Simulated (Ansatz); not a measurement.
The elements of this relaxed crystal are hidden behind letters.

```
lattice vectors (Å)
   0.0000    2.8727    2.8727
   2.8727    0.0000    2.8727
   2.8727    2.8727    0.0000
fractional positions
X 0.0000 0.0000 0.0000
Z 0.7500 0.7500 0.7500
```

These are results of DFT PBE, scalar-relativistic, plane waves, PAW in Ansatz 0.2.0, not measurements. Settings of the last relaxation (2-atom cell): 420 eV, 12×12×12 k points, Gaussian smearing of 0.02 eV, no spin polarisation.

- Space group: F-43m (No. 216)
- Conventional cell: a = 5.745 Å
- Volume per atom: 23.71 Å³
- Density: 5.07 g/cm³
- Energy over the elements: −0.352 eV/atom
- Gap on the 12×12×12 mesh of the 2-atom cell: 0.16 eV

Energies are uncorrected and count from the elements' standard states at the same level.

Task: X is a p-block element of period 4 and Z is a p-block element of period 4. Which elements are they?

Result: X = Ga, Z = As, so the formula is GaAs, here in the zinc blende type. Density times volume gives a mean mass of 5.07 × 23.71/1.6605 = 72.4 u per atom, and this set has 72.3 u. Around Ga lie 4 As at 2.49 Å; As is surrounded by 4 Ga at 2.49 Å. Swapping Ga and As gives the same structure, so either order is right.

Kohn–Sham gaps at this level usually fall short of measured ones. A structure relaxed within its symmetry needn't be a true minimum.
